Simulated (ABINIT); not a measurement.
# MoS2 (P1) in ABINIT: single point with PBEsol

Aim: the single point of MoS2 with PBEsol.

All numbers are computed with ABINIT 10.8.3 (patched build); they aren't measurements. Logs are shortened: lines on timing, memory, paths and dates and some standing lists are left out, and cuts for length are marked. The log counts tension as positive stress, the text compression.

## (1) The cell of the first run

The typed cell holds 3 atoms: a = 6.415 Å, b = 6.415 Å, c = 6.415 Å, α = 28.52°, β = 28.52°, γ = 28.52°.

## (2) Single point, PBEsol (atoms moved at random, drawn with an rms of 0.05 Å)

The input, run.abi:

```
# Pseudopotentials
pp_dirpath "./"
pseudos "Mo.upf, S.upf"

# Structure
acell 3*1.0
rprim
     2.9857672769     1.7238335410    11.6218156664
    -2.9857672769     1.7238335410    11.6218156664
     0.0000000000    -3.4476670820    11.6218156664
ntypat 2
znucl 42 16
natom 3
typat 1 2 2
xred
     0.0010860000    -0.0053460000     0.0022860000
     0.3938190000     0.4317550000     0.4335890000
     0.2419980000     0.2439430000     0.2603120000
chkprim 0
chksymtnons 0
tolsym 1.0e-6

# Plane-wave basis
ecut 1088.455450 eV

# k points
kptopt 1
ngkpt 10 10 10
nshiftk 1
shiftk 0.0 0.0 0.0

# Exchange and correlation
ixc -116133

# Bands and occupations
nband 17
occopt 3
tsmear 0.05 eV

# SCF cycle
nstep 100
tolvrs 1.0e-10

# Output
iomode 3
prtwf 0
prteig 0
prtebands 0
enunit 2
prtden 1
prtvha 1
prtvclmb 1
prtpot 1
prtelf 1
```

Potentials or basis: PseudoDojo NC SR PBEsol v0.4.1 standard.

The run is started by

```console
$ mpirun --bind-to none -np 4 abinit run.abi > log 2>&1
```

run.abo:

```text
.Version 10.8.3 of ABINIT
 Symmetries : space group P1 (#  1); Bravais aP (primitive triclinic)
================================================================================
 Values of the parameters that define the memory need of the present run
     intxc =       0    ionmov =       0      iscf =       7    lmnmax =       6
     lnmax =       6     mgfft =      72  mpssoang =       3    mqgrid =    3001
     natom =       3  nloc_mem =       1    nspden =       1   nspinor =       1
    nsppol =       1      nsym =       1    n1xccc =    2501    ntypat =       2
    occopt =       3   xclevel =       2
       mpw =        4389          nfft =      373248          nkpt =         504
================================================================================
================================================================================

--------------------------------------------------------------------------------
------------- Echo of variables that govern the present computation ------------
--------------------------------------------------------------------------------
 -outvars: echo values of preprocessed input variables --------
            acell      1.0000000000E+00  1.0000000000E+00  1.0000000000E+00 Bohr
              amu      9.59400000E+01  3.20660000E+01
          chkprim           0
      chksymtnons           0
             ecut      4.00000000E+01 Hartree
           enunit           2
                       outvar_i_n : Printing only first  50 k-points.
              ixc     -116133
                       outvar_i_n : Printing only first  50 k-points.
         kptrlatt       10    0    0      0   10    0      0    0   10
          kptrlen      5.97153455E+01
            natom           3
            nband          17
            ngfft          72      72      72
             nkpt         504
            nstep         100
             nsym           1
           ntypat           2
                       prtocc : prtvol=0, do not print more k-points.
           occopt           3
        prtebands           0
           prteig           0
           prtelf           1
           prtpot           1
         prtvclmb           1
           prtvha           1
            prtwf           0
            rprim      2.9857672769E+00  1.7238335410E+00  1.1621815666E+01
                      -2.9857672769E+00  1.7238335410E+00  1.1621815666E+01
                       0.0000000000E+00 -3.4476670820E+00  1.1621815666E+01
          spgroup           1
           tolsym      1.00000000E-06
           tolvrs      1.00000000E-10
           tsmear      1.83746611E-03 Hartree
            typat      1  2  2
                       outvars : Printing only first  50 k-points.
           xangst      1.0162559993E-02 -8.0566689667E-03 -1.2140099992E-02
                      -5.9938879959E-02 -3.7951727320E-02  7.7438524447E+00
                      -3.0730999979E-03 -3.1638298208E-02  4.5894559469E+00
            xcart      1.9204455125E-02 -1.5224897834E-02 -2.2941464125E-02
                      -1.1326806742E-01 -7.1718370640E-02  1.4633760280E+01
                      -5.8073173536E-03 -5.9787718703E-02  8.6728148065E+00
             xred      1.0860000000E-03 -5.3460000000E-03  2.2860000000E-03
                       3.9381900000E-01  4.3175500000E-01  4.3358900000E-01
                       2.4199800000E-01  2.4394300000E-01  2.6031200000E-01
            znucl       42.00000   16.00000

================================================================================

 chkinp: Checking input parameters for consistency.

================================================================================
== DATASET  1 ==================================================================

--- !DatasetInfo
iteration_state: {dtset: 1, }
dimensions: {natom: 3, nkpt: 504, mband: 17, nsppol: 1, nspinor: 1, nspden: 1, mpw: 4389, }
cutoff_energies: {ecut:  40.0, pawecutdg:  -1.0, }
electrons: {nelect:   2.60000000E+01, charge:   0.00000000E+00, occopt:   3.00000000E+00, tsmear:   1.83746611E-03, }
meta: {optdriver: 0, ionmov: 0, optcell: 0, iscf: 7, paral_kgb: 0, }
...

 Real(R)+Recip(G) space primitive vectors, cartesian coordinates (Bohr,Bohr^-1):
 R(1)=  2.9857673  1.7238335 11.6218157  G(1)=  0.1674611  0.0966837  0.0286817
 R(2)= -2.9857673  1.7238335 11.6218157  G(2)= -0.1674611  0.0966837  0.0286817
 R(3)=  0.0000000 -3.4476671 11.6218157  G(3)=  0.0000000 -0.1933675  0.0286817
 Unit cell volume ucvol=  3.5890253E+02 bohr^3
 Angles (23,13,12)=  2.85174998E+01  2.85174998E+01  2.85174998E+01 degrees

 getcut: wavevector=  0.0000  0.0000  0.0000  ngfft=  72  72  72
         ecut(hartree)=     40.000   => boxcut(ratio)=   2.08681
[... 55 lines left out ...]
  sigma(2 2)=  7.16742327E-05  sigma(3 1)= -7.01189015E-05
  sigma(3 3)=  1.22916047E-04  sigma(2 1)=  2.25339871E-05

--- !ResultsGS
iteration_state: {dtset: 1, }
comment   : Summary of ground state results
lattice_vectors:
- [  2.9857673,   1.7238335,  11.6218157, ]
- [ -2.9857673,   1.7238335,  11.6218157, ]
- [  0.0000000,  -3.4476671,  11.6218157, ]
lattice_lengths: [  12.12242,   12.12242,   12.12242, ]
lattice_angles: [ 28.517,  28.517,  28.517, ] # degrees, (23, 13, 12)
lattice_volume:   3.5890253E+02
convergence: {deltae: -2.245E-12, res2:  2.512E-12, residm:  1.379E-09, diffor: null, }
etotal    :  -9.24147844E+01
entropy   :   0.00000000E+00
fermie    :   3.26293759E-01
cartesian_stress_tensor: # hartree/bohr^3
- [  1.03466468E-04,   2.25339871E-05,  -7.01189015E-05, ]
- [  2.25339871E-05,   7.16742327E-05,  -7.35516162E-07, ]
- [ -7.01189015E-05,  -7.35516162E-07,   1.22916047E-04, ]
pressure_GPa:  -2.9230E+00
xred      :
- [  1.0860E-03,  -5.3460E-03,   2.2860E-03, Mo]
- [  3.9382E-01,   4.3175E-01,   4.3359E-01,  S]
- [  2.4200E-01,   2.4394E-01,   2.6031E-01,  S]
cartesian_forces: # hartree/bohr
- [ -1.49537633E-02,  -9.82084223E-03,   1.48750111E-02, ]
- [  1.18016997E-02,   4.87586560E-03,  -1.57777198E-02, ]
- [  3.15206355E-03,   4.94497663E-03,   9.02708660E-04, ]
force_length_stats: {min:   5.93322690E-03, max:   2.32664981E-02, mean:   1.64990924E-02, }
...

 Integrated electronic density in atomic spheres:
 ------------------------------------------------
 Atom  Sphere_radius  Integrated_density
    1        2.00000         10.50145153
    2        2.00000          3.89735510
    3        2.00000          3.92803970
================================================================================

 ----iterations are completed or convergence reached----

 Mean square residual over all n,k,spin=   19.045E-13; max=  13.792E-10
 reduced coordinates (array xred) for    3 atoms
       0.001086000000     -0.005346000000      0.002286000000
       0.393819000000      0.431755000000      0.433589000000
       0.241998000000      0.243943000000      0.260312000000
 rms dE/dt=  1.4910E-01; max dE/dt=  2.1020E-01; dE/dt below (all hartree)
    1      -0.111296692387     -0.200593606749     -0.206733642083
    2       0.139723432540      0.210197690314      0.200176102583
    3      -0.028426767591     -0.009604111233      0.006557509500

 cartesian coordinates (angstrom) at end:
    1      0.01016255999308    -0.00805666896667    -0.01214009999171
    2     -0.05993887995916    -0.03795172731991     7.74385244471417
    3     -0.00307309999791    -0.03163829820778     4.58945594686731

 cartesian forces (hartree/bohr) at end:
    1     -0.01495376330495    -0.00982084222778     0.01487501114964
    2      0.01180169974998     0.00487586559682    -0.01577771981004
    3      0.00315206355498     0.00494497663096     0.00090270866040
 frms,max,avg= 1.0480266E-02 1.5777720E-02  -1.285E-11 -1.576E-10  8.137E-10 h/b

 cartesian forces (eV/Angstrom) at end:
    1     -0.76895342621373    -0.50500801205383     0.76490382756654
    2      0.60686780129019     0.25072708989516    -0.81132297324474
    3      0.16208562492354     0.25428092215867     0.04641914567821
 frms,max,avg= 5.3891694E-01 8.1132297E-01  -6.606E-10 -8.106E-09  4.184E-08 e/A
 length scales=  1.000000000000  1.000000000000  1.000000000000 bohr
              =  0.529177210544  0.529177210544  0.529177210544 angstroms
 Fermi (or HOMO) energy (hartree) =   0.32629   Average Vxc (hartree)=  -0.41139
 Eigenvalues (hartree) for nkpt= 504  k points:
 kpt#   1, nband= 17, wtk=  0.00100, kpt=  0.0000  0.0000  0.0000 (reduced coord)
  -1.94505   -0.99657   -0.98759   -0.98709   -0.23755   -0.17622    0.05755    0.19242
   0.19635    0.22735    0.24281    0.26233    0.27353    0.37820    0.39469    0.40034
   0.40622
      occupation numbers for kpt#   1
   2.00000    2.00000    2.00000    2.00000    2.00000    2.00000    2.00000    2.00000
   2.00000    2.00000    2.00000    2.00000    2.00000    0.00000    0.00000    0.00000
   0.00000
 prteigrs : prtvol=0 or 1, do not print more k-points.

 Fermi (or HOMO) energy (eV) =   8.87891   Average Vxc (eV)= -11.19449
 Eigenvalues (   eV  ) for nkpt= 504  k points:
 kpt#   1, nband= 17, wtk=  0.00100, kpt=  0.0000  0.0000  0.0000 (reduced coord)
 -52.92759  -27.11802  -26.87374  -26.86014   -6.46415   -4.79512    1.56615    5.23607
   5.34300    6.18642    6.60726    7.13845    7.44302   10.29123   10.74012   10.89391
  11.05385
 prteigrs : prtvol=0 or 1, do not print more k-points.

--- !EnergyTerms
iteration_state     : {dtset: 1, }
comment             : Components of total free energy in Hartree
kinetic             :  2.99336144265652E+01
hartree             :  2.65629179331088E+01
xc                  : -1.65648399387257E+01
Ewald energy        : -6.04478179333649E+01
psp_core            :  2.41863509531807E+00
local_psp           : -8.59466463006418E+01
non_local_psp       :  1.16293523971331E+01
internal            : -9.24147843206072E+01
'-kT*entropy'       : -6.65540010973590E-08
total_energy        : -9.24147843871612E+01
total_energy_eV     : -2.51473439279810E+03
band_energy         : -8.01212402256447E+00
...

 Cartesian components of stress tensor (hartree/bohr^3)
  sigma(1 1)=  1.03466468E-04  sigma(3 2)= -7.35516162E-07
  sigma(2 2)=  7.16742327E-05  sigma(3 1)= -7.01189015E-05
  sigma(3 3)=  1.22916047E-04  sigma(2 1)=  2.25339871E-05

-Cartesian components of stress tensor (GPa)         [Pressure= -2.9230E+00 GPa]
- sigma(1 1)=  3.04408858E+00  sigma(3 2)= -2.16396326E-02
- sigma(2 2)=  2.10872873E+00  sigma(3 1)= -2.06296931E+00
- sigma(3 3)=  3.61631495E+00  sigma(2 1)=  6.62972791E-01

== END DATASET(S) ==============================================================
================================================================================

 -outvars: echo values of variables after computation  --------
            acell      1.0000000000E+00  1.0000000000E+00  1.0000000000E+00 Bohr
           etotal     -9.2414784387E+01
            fcart     -1.4953763305E-02 -9.8208422278E-03  1.4875011150E-02
                       1.1801699750E-02  4.8758655968E-03 -1.5777719810E-02
                       3.1520635550E-03  4.9449766310E-03  9.0270866040E-04
            rprim      2.9857672769E+00  1.7238335410E+00  1.1621815666E+01
                      -2.9857672769E+00  1.7238335410E+00  1.1621815666E+01
                       0.0000000000E+00 -3.4476670820E+00  1.1621815666E+01
           strten      1.0346646788E-04  7.1674232690E-05  1.2291604665E-04
                      -7.3551616194E-07 -7.0118901477E-05  2.2533987148E-05
           xangst      1.0162559993E-02 -8.0566689667E-03 -1.2140099992E-02
                      -5.9938879959E-02 -3.7951727320E-02  7.7438524447E+00
                      -3.0730999979E-03 -3.1638298208E-02  4.5894559469E+00
             xred      1.0860000000E-03 -5.3460000000E-03  2.2860000000E-03
                       3.9381900000E-01  4.3175500000E-01  4.3358900000E-01
                       2.4199800000E-01  2.4394300000E-01  2.6031200000E-01
 Calculation completed.
```

It took 15 min on 4 MPI ranks of Intel Xeon 6975P-C (Granite Rapids), shared host; peak memory 1.2 GiB.

What came out:

* Free energy: -2514.7344 eV
* Pressure: -2.9 GPa
* Largest force: 1.196 eV/Å
* Band gap on the k mesh: 0.85 eV, indirect (least direct gap 1.90 eV)
* Valence electrons inside the program's atomic spheres: Mo 10.50; S 3.90, 3.93

Forces in eV/Å, atoms in the order of the input:
```
Mo  -0.769 -0.505  0.765
S    0.607  0.251 -0.811
S    0.162  0.254  0.046
```
